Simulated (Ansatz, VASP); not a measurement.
# One calculation of BAs, two programs

INCAR

```
ALGO = Normal
EDIFF = 1E-6
ENCUT = 520
GGA = PE
ISIF = 2
ISMEAR = 0
LASPH = T
LCHARG = F
LREAL = F
LWAVE = F
NBANDS = 11
NELM = 60
PREC = Accurate
SIGMA = 0.02
```

Contents of KPOINTS:

```
k-points
0
Gamma
  10 10 10
```

Contents of POSCAR:

```
BAs
1.0
    0.0000000000      2.4282187830      2.4282187830
    2.4282187830      0.0000000000      2.4282187830
    2.4282187830      2.4282187830      0.0000000000
B As
1 1
Direct
    0.0000000000      0.0000000000      0.0000000000
    0.2500000000      0.2500000000      0.2500000000
```

Input for Ansatz:

```yaml
crystal:
  lattice:
    - [0.0, 2.428218783, 2.428218783]
    - [2.428218783, 0.0, 2.428218783]
    - [2.428218783, 2.428218783, 0.0]
  atoms:
    - { symbol: B, position: [0.0, 0.0, 0.0] }
    - { symbol: As, position: [0.25, 0.25, 0.25] }
basis:
  ecutwfc: 420
kpoints:
  mp_grid: { grid: [10, 10, 10] }
hamiltonian:
  xc: pbe
scf:
  occupations: { method: gaussian, width: 0.02 }
output:
  forces: true
  stress: true
  eigenvalues: true
```

Alike in both runs: task single point; functional PBE; k mesh 10 × 10 × 10; occupations gaussian, width 0.02 eV; no spin polarisation.

```csv
,VASP,Ansatz
version,VASP 6.6.1,Ansatz 0.2.0
potentials or method,"VASP PAW PBE potentials, release 64 (B, As)","scalar-relativistic, plane waves, PAW"
plane-wave cutoff (eV),520,420
valence electrons in the cell,8,18
```

|  | VASP | Ansatz | Ansatz less VASP |
| --- | --- | --- | --- |
| gap on the k mesh at the Fermi level (eV) | 1.23 | 1.23 | +0.008 |
| least direct gap on the mesh (eV) | 3.22 | 3.22 | +0.005 |
| pressure (GPa) | -3.1 | -3.6 | -0.51 |

The functional is the same, so the differences come from potentials, cutoffs and numerics. The two sets of potentials don't hold the same shells in valence.

A k mesh can miss the band edges. A hybrid or GW would open this gap; PBE tends to underestimate it.
